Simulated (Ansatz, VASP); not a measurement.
# Two plane-wave programs on CaSe

The input INCAR:

```
SYSTEM = CaSe
PREC = Accurate ; ENCUT = 520
EDIFF = 1E-6 ; ISMEAR = 0
SIGMA = 0.01 ; LREAL = .FALSE.
LASPH = .TRUE. ; NELM = 80
ALGO = Normal ; ISIF = 2
LWAVE = .FALSE. ; LCHARG = .FALSE.
GGA = CA ; NBANDS = 15
```

KPOINTS

```
Automatic mesh
0
G
  6 6 6
  0 0 0
```

Contents of POSCAR:

```
CaSe
1.0
    0.0000000000      2.9675306017      2.9675306017
    2.9675306017      0.0000000000      2.9675306017
    2.9675306017      2.9675306017      0.0000000000
Ca Se
1 1
Direct
    0.0000000000      0.0000000000      0.0000000000
    0.5000000000      0.5000000000      0.5000000000
```

Input for Ansatz:

```yaml
crystal:
  lattice:
    - [0.0, 2.9675306017, 2.9675306017]
    - [2.9675306017, 0.0, 2.9675306017]
    - [2.9675306017, 2.9675306017, 0.0]
  atoms:
    - { symbol: Ca, position: [0.0, 0.0, 0.0] }
    - { symbol: Se, position: [0.5, 0.5, 0.5] }
kpoints:
  mp_grid: { grid: [6, 6, 6] }
hamiltonian:
  xc: lda
scf:
  occupations: { method: fixed }
output:
  optics: { e_range: [0, 14], de: 0.05, sigma: 0.1, bands: auto }
```

Alike in both runs: task single point; functional LDA; k mesh 6 × 6 × 6; no spin polarisation.

```csv
,VASP,Ansatz
version,VASP 6.6.1,Ansatz 0.2.0
potentials or method,"VASP PAW LDA potentials, release 64 (Ca_sv, Se)","plane waves, PAW"
plane-wave cutoff (eV),520,420
occupations,"gaussian, width 0.01 eV",fixed
valence electrons in the cell,16,26
```

|  | VASP | Ansatz | Ansatz less VASP |
| --- | --- | --- | --- |
| gap on the k mesh at the Fermi level (eV) | 1.89 | 1.90 | +0.015 |

The two sets of potentials don't hold the same shells in valence.

A k mesh can miss the band edges. Expect the measured gap to be larger: semilocal functionals such as LDA lack the derivative discontinuity.
